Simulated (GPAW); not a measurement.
# SrO (Fm-3m) in GPAW: settings compared

Aim: see how the results for SrO move with the level of theory and the settings. Levels: revPBE+D4, BLYP+D3(BJ), BLYP+D4, PBE. Tasks: relaxation of cell and atoms, single point.

Program: GPAW 26.7.0. These are calculated values, not measurements. Logs are shortened: lines on timing, memory, paths and dates and some standing lists are left out, and cuts for length are marked. The log counts tension as positive stress, the text compression.

### 1 The crystal as given

Symmetry: Fm-3m, No. 225, cubic system. Conventional cell: a = 5.133 Å, b = 5.133 Å, c = 5.133 Å, α = 90.00°, β = 90.00°, γ = 90.00°. Sr (site symmetry m-3m) is surrounded by 6 O at 2.57 Å. Around O (site symmetry m-3m) lie 6 Sr at 2.57 Å.

### 2 Relaxation of cell and atoms, revPBE+D4

Contents of run.py:

```python
from ase import Atoms
from ase.calculators.mixing import SumCalculator
from ase.filters import FrechetCellFilter
from ase.io import write
from ase.optimize import BFGS
from dftd4.ase import DFTD4
from gpaw import GPAW, PW

atoms = Atoms(['Sr', 'O'],
              cell=[[0.0, 2.5663, 2.5663],
                    [2.5663, 0.0, 2.5663],
                    [2.5663, 2.5663, 0.0]],
              scaled_positions=[[0.5, 0.5, 0.5],
                                [0.0, 0.0, 0.0]],
              pbc=True)

calc = GPAW(mode=PW(800),
            xc='revPBE',
            kpts={'size': (9, 9, 9), 'gamma': True},
            occupations={'name': 'fermi-dirac', 'width': 0.05},
            nbands=16,
            convergence={'density': 1e-05, 'forces': 0.0001},
            maxiter=150,
            txt='gpaw.txt')
atoms.calc = SumCalculator([calc, DFTD4(method='revpbe')])
opt = BFGS(FrechetCellFilter(atoms), trajectory='relax.traj', logfile='-')
done = opt.run(fmax=0.02, steps=40)
calc.write('gs.gpw')
write('result.traj', atoms)
print('Converged:', done)
print('Cell:', atoms.cell.cellpar().round(4))
print('Volume:', round(atoms.get_volume(), 4))
print(atoms.get_scaled_positions().round(5))
```

Potentials or basis: the program's PAW data sets (release 1.2.1) made for this functional, pw.

On the command line:

```bash
> OMP_NUM_THREADS=1 python run.py
```

gpaw.txt:

```text
__  _  _
 | _ |_)|_||  |
 |__||  | ||/\| - 26.7.0

Input parameters:
  mode=PW(ecut=800.0),
  convergence={'density': 1e-05, 'forces': 0.0001},
  kpts=MonkhorstPack(size=(9, 9, 9), gamma=True),
  maxiter=150,
  nbands=16,
  occupations=Occupations(name='fermi-dirac', width=0.05),
  xc=XC(name='revPBE')

Diagonalizing LCAO Hamiltonian
Converting LCAO to pw mode

               Sr

       O

Atoms  # Å, Bohr magnetons
|   | symbol |        x |        y |        z |    initial magnetic moments |
|---|--------|----------|----------|----------|-----------------------------|
| 0 |     Sr | 2.566300 | 2.566300 | 2.566300 | ( 0.0000,  0.0000,  0.0000) |
| 1 |      O | 0.000000 | 0.000000 | 0.000000 | ( 0.0000,  0.0000,  0.0000) |

Unit cell  # Å
| periodic |        x |        y |        z |  lengths |    angles |
|----------|----------|----------|----------|----------|-----------|
|      yes | 0.000000 | 2.566300 | 2.566300 | 3.629296 | 60.000000 |
|      yes | 2.566300 | 0.000000 | 2.566300 | 3.629296 | 60.000000 |
|      yes | 2.566300 | 2.566300 | 0.000000 | 3.629296 | 60.000000 |

Number of symmetries: 48
[... 51 lines left out ...]

BZ-sampling:
  Number of BZ points: 729
  Number of IBZ points: 35

  Monkhorst-Pack size: [9, 9, 9]
  Monkhorst-Pack shift: [0, 0, 0]

K-points  # in reciprocal-cell coordinates
|     |                                coordinates |     weight |
|-----|--------------------------------------------|------------|
|   0 | (  0.00000000,   0.00000000,   0.00000000) | 0.00137174 |
|   1 | (  0.11111111,   0.11111111,   0.00000000) | 0.00823045 |
|   2 | (  0.11111111,   0.11111111,   0.11111111) | 0.01097394 |
|   3 | (  0.22222222,   0.11111111,   0.11111111) | 0.01646091 |
|   4 | (  0.22222222,   0.22222222,   0.00000000) | 0.00823045 |
|   5 | (  0.22222222,   0.22222222,   0.11111111) | 0.03292181 |
|   6 | (  0.22222222,   0.22222222,   0.22222222) | 0.01097394 |
|   7 | (  0.33333333,   0.22222222,   0.11111111) | 0.03292181 |
|   8 | (  0.33333333,   0.22222222,   0.22222222) | 0.03292181 |
|   9 | (  0.33333333,   0.33333333,  -0.33333333) | 0.01646091 |
| ... |                                            |            |
|  34 | (  0.44444444,   0.44444444,   0.44444444) | 0.01097394 |
[... 110 lines left out ...]
SCF iterations
|iter     | |      energy | eigst |  dens |force |
|---------|-|-------------|-------|-------|------|
|iter:   1| |  -13.184807 | +0.45 |       |      |
|iter:   2| |  -12.692358 | -1.95 | -0.92 |      |
|iter:   3| |  -11.642585 | -1.20 | -0.98 |      |
|iter:   4| |  -11.647779 | -2.80 | -1.44 |      |
|iter:   5| |  -11.668533 | -3.04 | -1.65 |      |
|iter:   6| |  -11.668578 | -4.74 | -2.63 |      |
|iter:   7| |  -11.668717c| -5.16 | -3.01 |      |
|iter:   8| |  -11.668733c| -6.11 | -3.50 |      |
|iter:   9| |  -11.668733c| -8.08c| -4.54 |      |
|iter:  10| |  -11.668733c| -8.20c| -4.88 |      |
|iter:  11| |  -11.668733c| -9.30c| -6.00c|      |
|iter:  12| |  -11.668733c|-10.18c| -6.49c|-24.29c|

Converged in 12 steps
Energy contributions relative to reference atoms: (reference = -88544.239313)

Energy contributions:
  Kinetic:          17.951930
  Coulomb:         -14.841667
  Zero:             -0.128317
  External:          0.000000
  Xc:              -14.650678
  Entropy:          -0.000000
  Spinorbit:         0.000000
  ----------------------------
  Free energy:     -11.668733
  Extrapolated:    -11.668733

dipole moment: (-14.423189, -14.423189, -14.423189)  # |e|*Ang

Fermi level: 6.287
Eigenvalues  # (at kpt = [0.000, 0.000, 0.000])
| band index |      eig [eV] | occ [0-2] |
|------------|---------------|-----------|
|          0 |       -27.042 |     2.000 |
|          1 |        -9.821 |     2.000 |
|          2 |        -8.704 |     2.000 |
|          3 |        -8.704 |     2.000 |
|          4 |        -8.704 |     2.000 |
|          5 |         5.282 |     2.000 |
[... 11 lines left out ...]
Gap: 3.506 eV
Transition (v -> c):
  (s=0, k=0, n=7, [0.00, 0.00, 0.00]) -> (s=0, k=30, n=8, [0.44, 0.44, 0.00])
Direct/indirect transitions are different
Direct gap: 3.588 eV
Transition at: (s=0, k=30, n=7, [0.44, 0.44, 0.00])

Stress tensor  # eV/Ang^3
|         x |         y |         z |
|-----------|-----------|-----------|
| -0.038033 | -0.000000 | -0.000000 |
| -0.000000 | -0.038033 |  0.000000 |
| -0.000000 |  0.000000 | -0.038033 |

Forces  # eV/Ang
|       x |        y |        z |
|---------|----------|----------|
| 0.00000 | -0.00000 | -0.00000 |  # Sr   0
| 0.00000 | -0.00000 | -0.00000 |  # O    1

Diagonalizing LCAO Hamiltonian
Converting LCAO to pw mode

               Sr

       O

Atoms  # Å, Bohr magnetons
|   | symbol |         x |        y |        z |    initial magnetic moments |
|---|--------|-----------|----------|----------|-----------------------------|
| 0 |     Sr |  2.572276 | 2.572276 | 2.572276 | ( 0.0000,  0.0000,  0.0000) |
| 1 |      O | -0.000000 | 0.000000 | 0.000000 | ( 0.0000,  0.0000,  0.0000) |

Unit cell  # Å
| periodic |        x |        y |        z |  lengths |    angles |
|----------|----------|----------|----------|----------|-----------|
|      yes | 0.000000 | 2.572276 | 2.572276 | 3.637748 | 59.999998 |
|      yes | 2.572276 | 0.000000 | 2.572276 | 3.637748 | 59.999998 |
|      yes | 2.572276 | 2.572276 | 0.000000 | 3.637748 | 59.999998 |

Number of symmetries: 12
Symmetry operations  # r_c * U_cc + t_c -> r_c
|    | kind |            matrix            |
|----|------|------------------------------|
|  0 |  E   |  1, 0, 0,  0, 1, 0,  0, 0, 1 |
|  1 |  σ   |  1, 0, 0,  0, 0, 1,  0, 1, 0 |
|  2 |  σ   |  0, 1, 0,  1, 0, 0,  0, 0, 1 |
|  3 |  C3  |  0, 1, 0,  0, 0, 1,  1, 0, 0 |
|  4 |  C3  |  0, 0, 1,  1, 0, 0,  0, 1, 0 |
|  5 |  σ   |  0, 0, 1,  0, 1, 0,  1, 0, 0 |
|  6 |  C2  |  0, 0,-1,  0,-1, 0, -1, 0, 0 |
|  7 |  S6  |  0, 0,-1, -1, 0, 0,  0,-1, 0 |
|  8 |  S6  |  0,-1, 0,  0, 0,-1, -1, 0, 0 |
|  9 |  C2  |  0,-1, 0, -1, 0, 0,  0, 0,-1 |
| 10 |  C2  | -1, 0, 0,  0, 0,-1,  0,-1, 0 |
| 11 |  i   | -1, 0, 0,  0,-1, 0,  0, 0,-1 |
[... 133 lines left out ...]
SCF iterations
|iter     | |      energy | eigst |  dens |force |
|---------|-|-------------|-------|-------|------|
|iter:   1| |  -13.191334 | +0.45 |       |      |
|iter:   2| |  -12.698752 | -1.95 | -0.92 |      |
|iter:   3| |  -11.651198 | -1.18 | -0.98 |      |
|iter:   4| |  -11.656320 | -2.80 | -1.43 |      |
|iter:   5| |  -11.677122 | -3.04 | -1.64 |      |
|iter:   6| |  -11.677172 | -4.73 | -2.63 |      |
|iter:   7| |  -11.677316c| -5.15 | -3.01 |      |
|iter:   8| |  -11.677332c| -6.09 | -3.50 |      |
|iter:   9| |  -11.677332c| -8.07c| -4.53 |      |
|iter:  10| |  -11.677332c| -8.19c| -4.88 |      |
|iter:  11| |  -11.677332c| -9.29c| -5.99c|      |
|iter:  12| |  -11.677332c|-10.17c| -6.48c|-24.55c|

Converged in 12 steps
Energy contributions relative to reference atoms: (reference = -88544.239313)

Energy contributions:
  Kinetic:          17.401934
  Coulomb:         -14.410040
  Zero:             -0.123077
  External:          0.000000
  Xc:              -14.546150
  Entropy:          -0.000000
  Spinorbit:         0.000000
  ----------------------------
  Free energy:     -11.677332
  Extrapolated:    -11.677332

dipole moment: (-14.457501, -14.457501, -14.457501)  # |e|*Ang

Fermi level: 6.199
Eigenvalues  # (at kpt = [0.000, 0.000, 0.000])
| band index |      eig [eV] | occ [0-2] |
|------------|---------------|-----------|
|          0 |       -27.124 |     2.000 |
|          1 |        -9.869 |     2.000 |
|          2 |        -8.793 |     2.000 |
|          3 |        -8.793 |     2.000 |
|          4 |        -8.793 |     2.000 |
|          5 |         5.226 |     2.000 |
[... 11 lines left out ...]
Gap: 3.509 eV
Transition (v -> c):
  (s=0, k=0, n=7, [0.00, 0.00, 0.00]) -> (s=0, k=80, n=8, [0.44, 0.44, 0.00])
Direct/indirect transitions are different
Direct gap: 3.595 eV
Transition at: (s=0, k=80, n=7, [0.44, 0.44, 0.00])

Stress tensor  # eV/Ang^3
|         x |         y |         z |
|-----------|-----------|-----------|
| -0.033570 | -0.000003 | -0.000003 |
| -0.000003 | -0.033570 | -0.000003 |
| -0.000003 | -0.000003 | -0.033570 |

Forces  # eV/Ang
|       x |       y |        z |
|---------|---------|----------|
| 0.00000 | 0.00000 | -0.00000 |  # Sr   0
| 0.00000 | 0.00000 |  0.00000 |  # O    1

Interpolating wave functions to new cell

               Sr

       O

Atoms  # Å, Bohr magnetons
|   | symbol |        x |        y |        z |    initial magnetic moments |
|---|--------|----------|----------|----------|-----------------------------|
| 0 |     Sr | 2.595105 | 2.595105 | 2.595105 | ( 0.0000,  0.0000,  0.0000) |
| 1 |      O | 0.000000 | 0.000000 | 0.000000 | ( 0.0000,  0.0000,  0.0000) |

Unit cell  # Å
| periodic |        x |        y |        z |  lengths |    angles |
|----------|----------|----------|----------|----------|-----------|
|      yes | 0.000009 | 2.595101 | 2.595101 | 3.670026 | 59.999778 |
|      yes | 2.595101 | 0.000009 | 2.595101 | 3.670026 | 59.999778 |
|      yes | 2.595101 | 2.595101 | 0.000009 | 3.670026 | 59.999778 |

Number of symmetries: 12
Symmetry operations  # r_c * U_cc + t_c -> r_c
|    | kind |            matrix            |
|----|------|------------------------------|
|  0 |  E   |  1, 0, 0,  0, 1, 0,  0, 0, 1 |
|  1 |  σ   |  1, 0, 0,  0, 0, 1,  0, 1, 0 |
|  2 |  σ   |  0, 1, 0,  1, 0, 0,  0, 0, 1 |
|  3 |  C3  |  0, 1, 0,  0, 0, 1,  1, 0, 0 |
|  4 |  C3  |  0, 0, 1,  1, 0, 0,  0, 1, 0 |
|  5 |  σ   |  0, 0, 1,  0, 1, 0,  1, 0, 0 |
|  6 |  C2  |  0, 0,-1,  0,-1, 0, -1, 0, 0 |
|  7 |  S6  |  0, 0,-1, -1, 0, 0,  0,-1, 0 |
|  8 |  S6  |  0,-1, 0,  0, 0,-1, -1, 0, 0 |
|  9 |  C2  |  0,-1, 0, -1, 0, 0,  0, 0,-1 |
| 10 |  C2  | -1, 0, 0,  0, 0,-1,  0,-1, 0 |
| 11 |  i   | -1, 0, 0,  0,-1, 0,  0, 0,-1 |
[... 133 lines left out ...]
SCF iterations
|iter     | |      energy | eigst |  dens |force |
|---------|-|-------------|-------|-------|------|
|iter:   1| |  -11.760158 | -1.30 |       |      |
|iter:   2| |  -11.744483 | -3.64 | -1.58 |      |
|iter:   3| |  -11.701332 | -2.61 | -1.65 |      |
|iter:   4| |  -11.700547 | -4.08 | -2.34 |      |
|iter:   5| |  -11.700783c| -4.69 | -2.73 |      |
|iter:   6| |  -11.701090c| -5.59 | -3.11 |      |
|iter:   7| |  -11.701090c| -7.94c| -4.46 |      |
|iter:   8| |  -11.701090c| -7.62c| -4.83 |      |
|iter:   9| |  -11.701090c| -8.91c| -6.03c|      |
|iter:  10| |  -11.701090c| -9.61c| -6.20c|-23.74c|

Converged in 10 steps
Energy contributions relative to reference atoms: (reference = -88544.239313)

Energy contributions:
  Kinetic:          15.390689
  Coulomb:         -12.829419
  Zero:             -0.103957
  External:          0.000000
  Xc:              -14.158403
  Entropy:          -0.000000
  Spinorbit:         0.000000
  ----------------------------
  Free energy:     -11.701090
  Extrapolated:    -11.701090

dipole moment: (-14.588537, -14.588537, -14.588537)  # |e|*Ang

Fermi level: 6.565
Eigenvalues  # (at kpt = [0.000, 0.000, 0.000])
| band index |      eig [eV] | occ [0-2] |
|------------|---------------|-----------|
|          0 |       -27.435 |     2.000 |
|          1 |       -10.047 |     2.000 |
|          2 |        -9.129 |     2.000 |
|          3 |        -9.129 |     2.000 |
|          4 |        -9.129 |     2.000 |
|          5 |         5.017 |     2.000 |
[... 11 lines left out ...]
Gap: 3.516 eV
Transition (v -> c):
  (s=0, k=0, n=7, [0.00, 0.00, 0.00]) -> (s=0, k=80, n=8, [0.44, 0.44, 0.00])
Direct/indirect transitions are different
Direct gap: 3.619 eV
Transition at: (s=0, k=80, n=7, [0.44, 0.44, 0.00])

Stress tensor  # eV/Ang^3
|         x |         y |         z |
|-----------|-----------|-----------|
| -0.017794 | -0.000003 | -0.000003 |
| -0.000003 | -0.017794 | -0.000003 |
| -0.000003 | -0.000003 | -0.017794 |

Forces  # eV/Ang
|       x |        y |        z |
|---------|----------|----------|
| 0.00000 | -0.00000 | -0.00000 |  # Sr   0
| 0.00000 | -0.00000 | -0.00000 |  # O    1

# Writing to gs.gpw (mode='')
```

Run time: 1.9 min. Hardware: 1 thread of Arm Neoverse V1, shared host; peak memory 0.25 GiB.

Results:

| Property | Result |
| --- | --- |
| Free energy | -12.2302 eV |
| Relaxed volume | 17.48 Å³/atom |
| Relaxed cell | a = 3.670 Å, b = 3.670 Å, c = 3.670 Å, α = 60.00°, β = 60.00°, γ = 60.00° |
| Space group after relaxing (to 0.05 Å) | Fm-3m (No. 225) |
| Energy gained by relaxing | 5.8 meV/atom |
| Ionic steps | 3 |
| Pressure after relaxing | 0.1 GPa |
| Band gap on the k mesh | 3.52 eV, indirect (least direct gap 3.62 eV) |
| Dispersion energy per atom | -0.265 eV |

The path:
```tsv
step	energy change (eV)	largest force (eV/Å)	pressure (GPa)	volume (Å³)
1	0.0000	0.0000	3.09	33.80
2	-0.0042	0.0000	2.43	34.04
3	-0.0117	0.0000	0.10	34.95
```

Final structure:
```
CELL_PARAMETERS angstrom
0.00001 2.59510 2.59510
2.59510 0.00001 2.59510
2.59510 2.59510 0.00001
ATOMIC_POSITIONS crystal
Sr 0.50000 0.50000 0.50000
O 0.00000 0.00000 0.00000
```

Levels at points of the mesh, in eV from the valence-band top:
```tsv
k point	band 5	band 6	band 7	band 8	band 9	band 10	band 11	band 12
(0.00, 0.00, 0.00)	-14.15	0.00	0.00	0.00	3.95	6.27	6.27	6.27
```

Caveat: later steps reuse the first step's grids; an odd mesh through Γ misses points on the zone boundary, where band edges often lie.

(Part 1 of 2 ends here.)
